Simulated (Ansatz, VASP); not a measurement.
# TaN: VASP beside Ansatz

```
Ta N
1.0
     3.71124    0.00000    0.00000
     0.00000    3.71124    0.00000
     0.00000    0.00000    4.62051
Ta N
2 2
Direct
  0.00000 0.50000 0.00000
  0.50000 0.00000 0.50000
  0.00000 0.00000 0.25000
  0.00000 0.00000 0.75000
```

The cell comes from a database or a generator and needn't be the stable form of this composition.

Alike in both runs: task single point; functional PBE; k mesh 7 × 7 × 6; occupations fermi-dirac, width 0.05 eV; no spin polarisation.

|  | VASP | Ansatz |
| --- | --- | --- |
| version | VASP 6.6.1 | Ansatz 0.2.0 |
| potentials or method | VASP PAW PBE potentials, release 64 (Ta_pv, N) | Ansatz PAW |
| plane-wave cutoff (eV) | 520 | 420 |
| valence electrons in the cell | 32 | 36 |

|  | VASP | Ansatz | Ansatz less VASP |
| --- | --- | --- | --- |
| gap on the k mesh at the Fermi level (eV) | none | none | - |
| pressure (GPa) | -24.8 | -25.0 | -0.22 |
| largest component of the traceless stress (GPa) | 20.99 | 21.18 | +0.194 |

A gap of «none» marks a metal or a gap that the smearing closes. The two sets of potentials don't hold the same shells in valence.

Caveats: so large a pressure means that the cell lies far from this level's equilibrium, or that cutoff or potentials fall short (VASP); the pressure holds a Pulay correction of +0.3 GPa for the finite cutoff (Ansatz). The runs have no spin-orbit coupling, so splittings on Ta are missing.
